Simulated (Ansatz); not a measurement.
WC (Qusongite):

```
W C
1.0
     2.90650    0.00000    0.00000
    -1.45325    2.51710    0.00000
     0.00000    0.00000    2.83660
W C
1 1
Direct
  0.00000 0.00000 0.00000
  0.66667 0.33333 0.50000
```

* Program: Ansatz 0.2.0
* Task: relaxation of cell and atoms
* Functional: RPBE
* Potentials or basis: SPMS NC
* Cutoff: 1034 eV
* Density cutoff: 4136 eV
* k mesh: 10 × 10 × 9
* Occupations: tetrahedron-uncorrected
* Spin: no spin polarisation
* Hubbard terms: W d U = 2 eV

At the start: volume 10.38 Å³/atom.

Q: How do energy, volume and symmetry change on relaxing?

A: Over 7 steps the energy falls by 7.3 meV/atom and the volume is 10.63 Å³/atom (+2.4 %); space group P-6m2 (No. 187, to 0.05 Å).

The path:
```
step  energy change (eV)  largest force (eV/Å)  volume (Å³)
   1              0.0000                0.0000        20.75
   2             -0.0044                0.0000        21.56
   3             -0.0135                0.0000        21.28
   4             -0.0137                0.0000        21.25
   5             -0.0145                0.0000        21.25
   6             -0.0145                0.0000        21.26
   7             -0.0145                0.0000        21.26
```

Final structure:
```xyz
2
Lattice="2.9324 0.0000 0.0000 -1.4662 2.5396 0.0000 0.0000 0.0000 2.8544" Properties=species:S:1:pos:R:3 pbc="T T T"
W     0.0000    0.0000    0.0000
C     1.4662    0.8465    1.4272
```

Caveat: the potentials were made for another functional, which shifts forces and pressure; U without spin polarisation on a metal has little footing; the U is typed as a test and isn't derived for this compound.
